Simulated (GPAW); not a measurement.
# WC (Qusongite) (P-6m2) in GPAW: further runs

Aim: see how the results for WC (Qusongite) move with the level of theory and the settings. Levels: vdW-DF, optB88-vdW, LDA. Tasks: band structure.

Program: GPAW 26.7.0. These are calculated values, not measurements. Logs are shortened: lines on timing, memory, paths and dates and some standing lists are left out, and cuts for length are marked. The log counts tension as positive stress, the text compression.

## Step 1: The structure

Symmetry: P-6m2, No. 187, hexagonal system. The conventional cell has a = 2.907 Å, b = 2.907 Å, c = 2.837 Å, α = 90.00°, β = 90.00°, γ = 120.00°. W (site symmetry -6m2) has 6 C at 2.20 Å as nearest neighbours. C (site symmetry -6m2) is surrounded by 6 W at 2.20 Å.

## Step 2: Band structure, vdW-DF, spin-orbit coupling, no magnetisation

run.py

```python
import numpy as np
from ase.dft.bandgap import bandgap
from ase.io import read, write
from gpaw import GPAW, PW
from gpaw.spinorbit import soc_eigenstates

atoms = read('WC.cif')

calc = GPAW(mode=PW(800),
            xc={'name': 'vdW-DF', 'backend': 'libvdwxc'},
            kpts={'size': (7, 7, 7), 'gamma': True},
            occupations={'name': 'fermi-dirac', 'width': 0.05},
            nbands=19,
            convergence={'density': 1e-05, 'energy': 1e-05},
            maxiter=150,
            txt='gpaw.txt')
atoms.calc = calc
energy = atoms.get_potential_energy()
forces = atoms.get_forces()
calc.write('gs.gpw')
write('result.traj', atoms)
print(f'Energy: {energy:.6f} eV')
print('Forces (eV/A):')
print(forces.round(4))
print('Fermi level:', round(calc.get_fermi_level(), 4), 'eV')
print(f'Gap: {bandgap(calc)[0]:.4f} eV, direct: {bandgap(calc, direct=True)[0]:.4f} eV')

path = atoms.cell.bandpath('GMKGALHA,LM,KH', npoints=80, eps=1e-4)
bs_calc = calc.fixed_density(kpts=path, symmetry='off', nbands=28,
                             convergence={'bands': 'CBM+6.0', 'eigenstates': 1e-6}, txt='bands.txt')
bs = bs_calc.band_structure()
bs.write('bs.json')
print(f'Gap on the path: {bandgap(bs_calc)[0]:.4f} eV')

soc = soc_eigenstates(bs_calc, theta=0, phi=0)
np.savetxt('soc_bands.dat', soc.eigenvalues(), fmt='%.4f')
mesh = soc_eigenstates('gs.gpw', theta=0, phi=0)
np.savetxt('soc_mesh.dat', mesh.eigenvalues(), fmt='%.4f')
print('Fermi level with spin-orbit coupling:', round(mesh.fermi_level, 4), 'eV')
```

WC.cif

```cif
data_WC
_cell_length_a 2.90650000
_cell_length_b 2.90650000
_cell_length_c 2.83660000
_cell_angle_alpha 90.00000000
_cell_angle_beta 90.00000000
_cell_angle_gamma 120.00000000
_space_group_name_H-M_alt 'P1'
_space_group_name_Hall 'P 1'
_space_group_IT_number 1
loop_
_space_group_symop_operation_xyz
'x,y,z'
loop_
_atom_site_label
_atom_site_type_symbol
_atom_site_symmetry_multiplicity
_atom_site_Wyckoff_symbol
_atom_site_fract_x
_atom_site_fract_y
_atom_site_fract_z
_atom_site_occupancy
W1 W 1 a 0.0000000000 0.0000000000 0.0000000000 1
C1 C 1 a 0.6666666667 0.3333333333 0.5000000000 1
```

Potentials or basis: GPAW PAW data sets (gpaw-data 1.2.1), pw.

Started as:

```console
> OMP_NUM_THREADS=1 python run.py
```

gpaw.txt:

```text
__  _  _
 | _ |_)|_||  |
 |__||  | ||/\| - 26.7.0

Input parameters:
  mode=PW(ecut=800.0),
  convergence={'density': 1e-05, 'energy': 1e-05},
  kpts=MonkhorstPack(size=(7, 7, 7), gamma=True),
  maxiter=150,
  nbands=19,
  occupations=Occupations(name='fermi-dirac', width=0.05),
  xc=XC(name='vdW-DF', backend='libvdwxc')

Diagonalizing LCAO Hamiltonian
Converting LCAO to pw mode

           C

       W

Atoms  # Å, Bohr magnetons
|   | symbol |        x |        y |        z |    initial magnetic moments |
|---|--------|----------|----------|----------|-----------------------------|
| 0 |      W | 0.000000 | 0.000000 | 0.000000 | ( 0.0000,  0.0000,  0.0000) |
| 1 |      C | 1.453250 | 0.839034 | 1.418300 | ( 0.0000,  0.0000,  0.0000) |

Unit cell  # Å
| periodic |         x |        y |        z |  lengths |     angles |
|----------|-----------|----------|----------|----------|------------|
|      yes |  2.906500 | 0.000000 | 0.000000 | 2.906500 |  90.000000 |
|      yes | -1.453250 | 2.517103 | 0.000000 | 2.906500 |  90.000000 |
|      yes |  0.000000 | 0.000000 | 2.836600 | 2.836600 | 120.000000 |

Number of symmetries: 12
Symmetry operations  # r_c * U_cc + t_c -> r_c
|    | kind |            matrix            |
|----|------|------------------------------|
|  0 |  σ   |  1, 1, 0,  0,-1, 0,  0, 0, 1 |
|  1 |  C2  |  1, 1, 0,  0,-1, 0,  0, 0,-1 |
|  2 |  E   |  1, 0, 0,  0, 1, 0,  0, 0, 1 |
|  3 |  σ   |  1, 0, 0,  0, 1, 0,  0, 0,-1 |
|  4 |  C3  |  0, 1, 0, -1,-1, 0,  0, 0, 1 |
|  5 |  S3  |  0, 1, 0, -1,-1, 0,  0, 0,-1 |
|  6 |  σ   |  0,-1, 0, -1, 0, 0,  0, 0, 1 |
|  7 |  C2  |  0,-1, 0, -1, 0, 0,  0, 0,-1 |
|  8 |  σ   | -1, 0, 0,  1, 1, 0,  0, 0, 1 |
|  9 |  C2  | -1, 0, 0,  1, 1, 0,  0, 0,-1 |
| 10 |  C3  | -1,-1, 0,  1, 0, 0,  0, 0, 1 |
| 11 |  S3  | -1,-1, 0,  1, 0, 0,  0, 0,-1 |

BZ-sampling:
  Number of BZ points: 343
  Number of IBZ points: 32

  Monkhorst-Pack size: [7, 7, 7]
  Monkhorst-Pack shift: [0, 0, 0]

K-points  # in reciprocal-cell coordinates
|     |                                coordinates |     weight |
|-----|--------------------------------------------|------------|
|   0 | (  0.00000000,   0.00000000,   0.00000000) | 0.00291545 |
|   1 | (  0.00000000,   0.00000000,   0.14285714) | 0.00583090 |
|   2 | (  0.00000000,   0.00000000,   0.28571429) | 0.00583090 |
|   3 | (  0.00000000,   0.00000000,   0.42857143) | 0.00583090 |
|   4 | (  0.14285714,   0.00000000,   0.00000000) | 0.01749271 |
|   5 | (  0.14285714,   0.00000000,   0.14285714) | 0.03498542 |
|   6 | (  0.14285714,   0.00000000,   0.28571429) | 0.03498542 |
|   7 | (  0.14285714,   0.00000000,   0.42857143) | 0.03498542 |
|   8 | (  0.28571429,  -0.14285714,   0.00000000) | 0.01749271 |
|   9 | (  0.28571429,  -0.14285714,   0.14285714) | 0.03498542 |
| ... |                                            |            |
|  31 | (  0.42857143,   0.42857143,   0.42857143) | 0.03498542 |

Plane wave coefficients: 1085
Cutoff: 800.0 eV

Spin-components: 1 (collinear spins)
Bands:           19
Projectors:      11
Spin-degeneracy: 2
Datatype:        complex128

Parallelization:
  kpt:    1
  domain: 1
  band:   1

Density:
  Valence electrons: 18.0
  Components: 1
  Grid points: [20 20 20]
  Charge: 0.0  # |e|

Potential:
  Grid points: [20 20 20]

species:
  W:
    name:    Tungsten
    Z:       74.0
    valence: 14
    core:    60
    charge:  0.0  # [|e|]
    compensation charges:
      type: gauss
      rc: 0.40  # [Å]
      lmax: 2
    cutoffs:
      filter: 2.36  # [Å]
      core: 3.02  # [Å]
    projectors
    | kind |    occ | energy [eV] | rcut [Å] |
    |------|--------|-------------|----------|
    |   5s |  2.000 |     -78.785 |    1.344 |
    |   6s |  2.000 |      -5.639 |    1.344 |
    |   5p |  6.000 |     -43.193 |    1.355 |
    |   6p |  0.000 |      -1.336 |    1.355 |
    |   5d |  4.000 |      -4.444 |    1.228 |
    |    d |        |      22.768 |    1.228 |

    Using partial waves for W as LCAO basis

  C:
    name:    Carbon
    Z:       6.0
    valence: 4
    core:    2
    charge:  0.0  # [|e|]
    compensation charges:
      type: gauss
      rc: 0.20  # [Å]
      lmax: 2
    cutoffs:
      filter: 1.14  # [Å]
      core: 1.14  # [Å]
    projectors
    | kind |    occ | energy [eV] | rcut [Å] |
    |------|--------|-------------|----------|
    |   2s |  2.000 |     -13.783 |    0.635 |
    |   2p |  2.000 |      -5.237 |    0.635 |
    |    s |        |      13.429 |    0.635 |
    |    p |        |      21.974 |    0.635 |
    |    d |        |       0.000 |    0.635 |

    Using partial waves for C as LCAO basis

Reference energy: -439810.073797  # eV

eigensolver:
  PPCG
  Converge bands: occupied
  niter=2

density mixing:
  MSR1-Mixer
  Pratt-step length: 0.05
  Maximum mixing coefficient: 0.75
  Old densities: 10
  SVD Regularization: 0.005
  Good broyden scale: 1.0
  Trust region scale: 1.0
  Backstep threshold: 4.0
  History deletion threshold: 6.0
  Fourier metric: weight=20.0, sigma=0.015

occupation numbers:
  Fermi-Dirac:
    width: 0.0500  # eV

poisson solver:
  ecut: 6400.0  # eV

xc functional:
  name: vdW-DF with libvdwxc
  Mode: serial
  Semilocal: GGA_X_PBE_R+LDA_C_PW with 2 nearest neighbor stencil
  Local blocksize: 40 x 40 x 40
  PAW datasets: revPBE

convergence criteria:
- Maximum integral of absolute [dens]ity change: 1e-05 electrons / valence electron
- Maximum [total energy] change in last 3 cyles: 1e-05 eV / valence electron
- Maximum integral of absolute [eigenst]ate change: 4e-08 eV^2 / valence electron
maximum number of iterations: 150

SCF iterations
|iter     | |      energy | eigst |  dens |
|---------|-|-------------|-------|-------|
|iter:   1| | -111.872728 | -0.18 |       |
|iter:   2| | -111.324371 | -2.62 | -0.91 |
|iter:   3| | -110.140844 | -1.59 | -0.97 |
|iter:   4| | -110.153825 | -3.48 | -1.69 |
|iter:   5| | -110.167610 | -3.30 | -1.91 |
|iter:   6| | -110.167555 | -5.18 | -2.85 |
|iter:   7| | -110.167564c| -6.21 | -3.49 |
|iter:   8| | -110.167563c| -7.75c| -4.12 |
|iter:   9| | -110.167563c| -8.69c| -4.66 |
|iter:  10| | -110.167564c| -8.59c| -5.38c|

Converged in 10 steps
Energy contributions relative to reference atoms: (reference = -439810.073797)

Energy contributions:
  Kinetic:          28.363639
  Coulomb:         -29.018659
  Zero:             -0.022077
  External:          0.000000
  Xc:             -109.488751
  Entropy:          -0.003433
  Spinorbit:         0.000000
  ----------------------------
  Free energy:    -110.169280
  Extrapolated:   -110.167564

dipole moment: (-4.723127, -9.747678, -10.543486)  # |e|*Ang

Fermi level: 14.317
Eigenvalues  # (at kpt = [0.000, 0.000, 0.000])
| band index |      eig [eV] | occ [0-2] |
|------------|---------------|-----------|
|          0 |       -59.857 |     2.000 |
|          1 |       -24.079 |     2.000 |
|          2 |       -23.961 |     2.000 |
|          3 |       -23.961 |     2.000 |
|          4 |        -0.111 |     2.000 |
|          5 |         9.987 |     2.000 |
[... 9 lines left out ...]
|         15 |        31.234 |     0.000 |
|         16 |        31.234 |     0.000 |
|        ... |               |           |
|         18 |        38.377 |     0.000 |

No gap
No difference between direct/indirect transitions

Forces  # eV/Ang
|        x |       y |       z |
|----------|---------|---------|
|  0.00000 | 0.00000 | 0.00000 |  # W    0
| -0.00000 | 0.00000 | 0.00000 |  # C    1

# Writing to gs.gpw (mode='')
```

Wall time 46 s (1 thread of Arm Neoverse N1, shared host); peak memory 0.27 GiB.

What came out:

```
Free energy             : -110.1693 eV
Band gap along the path : none (metal or under the smearing width)
```

Levels at the corners of the path, in eV from the Fermi level:
```csv
point,band 15,band 16,band 17,band 18,band 19,band 20,band 21,band 22
Γ,-3.29,-3.29,-0.04,-0.04,2.83,2.83,3.25,3.25
M,-3.61,-3.61,-0.57,-0.57,2.16,2.16,4.14,4.14
K,-3.65,-3.50,0.26,0.55,0.63,1.02,1.90,1.99
Γ,-3.29,-3.29,-0.04,-0.04,2.83,2.83,3.25,3.25
A,-2.12,-2.12,-0.98,-0.98,-0.38,-0.38,3.35,3.35
L,-4.21,-4.21,0.30,0.30,4.14,4.14,4.95,4.95
H,-1.90,-1.58,-0.77,-0.52,4.05,4.15,6.08,6.35
A,-2.12,-2.12,-0.98,-0.98,-0.38,-0.38,3.35,3.35
L,-4.21,-4.21,0.30,0.30,4.14,4.14,4.95,4.95
M,-3.61,-3.61,-0.57,-0.57,2.16,2.16,4.14,4.14
K,-3.65,-3.50,0.26,0.55,0.63,1.02,1.90,1.99
H,-1.90,-1.58,-0.77,-0.52,4.05,4.15,6.08,6.35
```

Caveat: spin-orbit coupling was added after a scalar SCF, so levels and gaps hold it while energy, forces, pressure and moments don't; this program's spin-orbit splittings come out too wide for heavy elements; the PAW data sets were made with another functional, which shifts forces and pressure a little.

## Step 3: Band structure, optB88-vdW, spin-orbit coupling, no magnetisation

Changes to run.py since step 2:

```diff
@@ -1,4 +1,5 @@
 import numpy as np
+from ase import Atoms
 from ase.dft.bandgap import bandgap
-from ase.io import read, write
+from ase.io import write
 from gpaw import GPAW, PW
@@ -6,6 +7,12 @@
 
-atoms = read('WC.cif')
+atoms = Atoms(['W', 'C'],
+              cell=[[2.9065, 0.0, 0.0],
+                    [-1.45325, 2.5171028361, 0.0],
+                    [0.0, 0.0, 2.8366]],
+              scaled_positions=[[0.0, 0.0, 0.0],
+                                [0.6666666667, 0.3333333333, 0.5]],
+              pbc=True)
 
 calc = GPAW(mode=PW(800),
-            xc={'name': 'vdW-DF', 'backend': 'libvdwxc'},
+            xc={'name': 'optB88-vdW', 'backend': 'libvdwxc'},
             kpts={'size': (7, 7, 7), 'gamma': True},
@@ -15,2 +22,3 @@
             maxiter=150,
+            legacy_gpaw=True,
             txt='gpaw.txt')
@@ -27,3 +35,3 @@
 
-path = atoms.cell.bandpath('GMKGALHA,LM,KH', npoints=80, eps=1e-4)
+path = atoms.cell.bandpath('GMKGALHA,LM,KH', npoints=60, eps=1e-4)
 bs_calc = calc.fixed_density(kpts=path, symmetry='off', nbands=28,
```

Potentials or basis: GPAW PAW data sets (gpaw-data 1.2.1), pw.

Started as:

```console
> OMP_NUM_THREADS=1 python run.py
```

It took 37 s on 1 thread of Arm Neoverse N1, shared host; peak memory 0.25 GiB.

Results (log left out):

* Free energy: -75.5072 eV
* Band gap along the path: none (metal or under the smearing width)

Levels at the corners of the path, in eV from the Fermi level:
```tsv
point	band 15	band 16	band 17	band 18	band 19	band 20	band 21	band 22
Γ	-3.29	-3.29	-0.02	-0.02	2.82	2.82	3.23	3.23
M	-3.62	-3.62	-0.56	-0.56	2.15	2.15	4.14	4.14
K	-3.65	-3.50	0.25	0.56	0.61	1.03	1.90	1.99
Γ	-3.29	-3.29	-0.02	-0.02	2.82	2.82	3.23	3.23
A	-2.12	-2.12	-0.99	-0.99	-0.38	-0.38	3.36	3.36
L	-4.20	-4.20	0.31	0.32	4.15	4.15	4.97	4.97
H	-1.88	-1.56	-0.76	-0.51	4.06	4.16	6.11	6.38
A	-2.12	-2.12	-0.99	-0.99	-0.38	-0.38	3.36	3.36
L	-4.20	-4.20	0.32	0.32	4.15	4.15	4.97	4.97
M	-3.62	-3.62	-0.56	-0.56	2.15	2.15	4.14	4.14
K	-3.65	-3.50	0.25	0.56	0.61	1.03	1.90	1.99
H	-1.88	-1.56	-0.76	-0.51	4.06	4.16	6.11	6.38
```

Caveat: spin-orbit coupling was added after a scalar SCF, so levels and gaps hold it while energy, forces, pressure and moments don't; this program's spin-orbit splittings come out too wide for heavy elements; the PAW data sets were made with another functional, which shifts forces and pressure a little.

## Step 4: Band structure, LDA

Changes to run.py since step 3:

```diff
@@ -1,2 +1 @@
-import numpy as np
 from ase import Atoms
@@ -4,4 +3,6 @@
 from ase.io import write
-from gpaw import GPAW, PW
-from gpaw.spinorbit import soc_eigenstates
+from ase.units import GPa
+from gpaw import GPAW, PW, setup_paths
+
+setup_paths.insert(0, '.')
 
@@ -16,3 +17,3 @@
 calc = GPAW(mode=PW(800),
-            xc={'name': 'optB88-vdW', 'backend': 'libvdwxc'},
+            xc='LDA',
             kpts={'size': (7, 7, 7), 'gamma': True},
@@ -22,3 +23,2 @@
             maxiter=150,
-            legacy_gpaw=True,
             txt='gpaw.txt')
@@ -27,2 +27,3 @@
 forces = atoms.get_forces()
+stress = atoms.get_stress()
 calc.write('gs.gpw')
@@ -32,2 +33,3 @@
 print(forces.round(4))
+print('Stress (GPa):', (stress / GPa).round(3))
 print('Fermi level:', round(calc.get_fermi_level(), 4), 'eV')
@@ -41,7 +43 @@
 print(f'Gap on the path: {bandgap(bs_calc)[0]:.4f} eV')
-
-soc = soc_eigenstates(bs_calc, theta=0, phi=0)
-np.savetxt('soc_bands.dat', soc.eigenvalues(), fmt='%.4f')
-mesh = soc_eigenstates('gs.gpw', theta=0, phi=0)
-np.savetxt('soc_mesh.dat', mesh.eigenvalues(), fmt='%.4f')
-print('Fermi level with spin-orbit coupling:', round(mesh.fermi_level, 4), 'eV')
```

Potentials or basis: PAW data sets generated in the run's folder for this functional, pw.

Started as:

```console
> gpaw-setup -f LDA C W
> OMP_NUM_THREADS=1 python run.py
```

It took 41 s on 1 thread of Arm Neoverse N1, shared host; peak memory 0.21 GiB.

The run converged. Its results:

```yaml
Free_energy: -23.4769 eV
Pressure: -11.2 GPa
Band_gap_along_the_path: none (metal or under the smearing width)
```

Stress tensor (GPa, compression positive):
```
-10.38   0.00   0.00
  0.00 -10.38   0.00
  0.00   0.00 -12.87
```

Levels at the corners of the path, in eV from the Fermi level:
```csv
point,band 5,band 6,band 7,band 8,band 9,band 10,band 11,band 12,band 13
Γ,-14.38,-4.40,-3.42,-3.42,0.00,3.08,3.08,5.50,5.50
M,-11.02,-7.07,-3.72,-3.65,-0.55,2.19,4.41,4.76,6.74
K,-10.24,-6.64,-4.60,-3.55,0.48,0.88,1.94,3.14,9.04
Γ,-14.38,-4.40,-3.42,-3.42,0.00,3.08,3.08,5.50,5.50
A,-10.32,-8.68,-2.13,-2.13,-0.69,-0.69,3.54,4.41,4.41
L,-11.22,-6.51,-4.41,-4.23,0.25,4.31,5.18,6.58,9.03
H,-10.87,-7.29,-5.46,-1.68,-0.71,4.28,6.32,7.47,9.01
A,-10.32,-8.68,-2.13,-2.13,-0.69,-0.69,3.54,4.41,4.41
L,-11.22,-6.51,-4.41,-4.23,0.25,4.31,5.18,6.58,9.03
M,-11.02,-7.07,-3.72,-3.65,-0.55,2.19,4.41,4.76,6.74
K,-10.24,-6.64,-4.60,-3.55,0.48,0.88,1.94,3.14,9.04
H,-10.87,-7.29,-5.46,-1.68,-0.71,4.28,6.32,7.47,9.01
```

Caveat: spin-orbit coupling is left out, which moves the levels of the heavy elements.
